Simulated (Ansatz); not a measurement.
## Ionic part of the dielectric constant of BN, mode by mode

These are results of DFT PBEsol, scalar-relativistic, plane waves, PAW (Ansatz 0.2.0), not measurements. Settings: 420 eV plane-wave cutoff, Γ-centred 12×12×12 mesh, fixed occupations. No spin polarisation. Phonons by linear response, acoustic sum rule imposed.

Symmetry: F-43m, No. 216, cubic system. The conventional cell has a = 3.606 Å, b = 3.606 Å, c = 3.606 Å, α = 90.00°, β = 90.00°, γ = 90.00°. B (site symmetry -43m) is surrounded by 4 N at 1.56 Å. N (site symmetry -43m) has 4 B at 1.56 Å as nearest neighbours.

The primitive cell has V = 11.72 Å³ and ε∞,zz = 4.632. Each polar mode adds Δε = (4.92064×10⁷/V)·S/ν² along z, with S its oscillator strength in e²/amu, ν in cm⁻¹ and V in Å³.

Question: From these modes, find each Δε and ε0,zz.
| ν (cm⁻¹) | S_zz (e²/amu) |
| --- | --- |
| 1046.6 | 0.5931 |

Answer:
```csv
ν (cm⁻¹),Δε
1046.6,2.27
```

The sum is 2.273, so ε0,zz = 6.91; the run's tensor has 6.91.

Question: Where do the longitudinal modes lie for a wave vector along z?

Answer: At 1278 cm⁻¹. The Lyddane–Sachs–Teller product Π(ν_LO/ν_TO)² = 1.49 matches ε0/ε∞ = 1.49.

The static dielectric response of cubic BN is mainly electronic: the lattice adds 2.27 to an ε∞ of 4.632. This contribution comes from a single infrared-active optical mode, triply degenerate before the macroscopic field splits it. The electronegativity difference between B and N gives the sublattices opposite dynamical charges, so their relative motion carries a dipole, unlike the corresponding mode in diamond. The short, strongly covalent sp³ bonds resist that motion and keep the ionic polarisability modest. The light atoms are not the reason, although they help to place the mode at 1046.6 cm⁻¹: the reduced mass enters both the oscillator strength and the squared frequency, and cancels in Δε. What remains is the balance between dynamical charge and bond stiffness.

The rise to 1278 cm⁻¹ for the longitudinal mode reflects the extra restoring force of the macroscopic field, partly screened by the electrons. Cubic symmetry makes this long-wavelength splitting the same in every direction. The Lyddane–Sachs–Teller agreement confirms internal consistency, not the accuracy of the underlying force constants or charges.
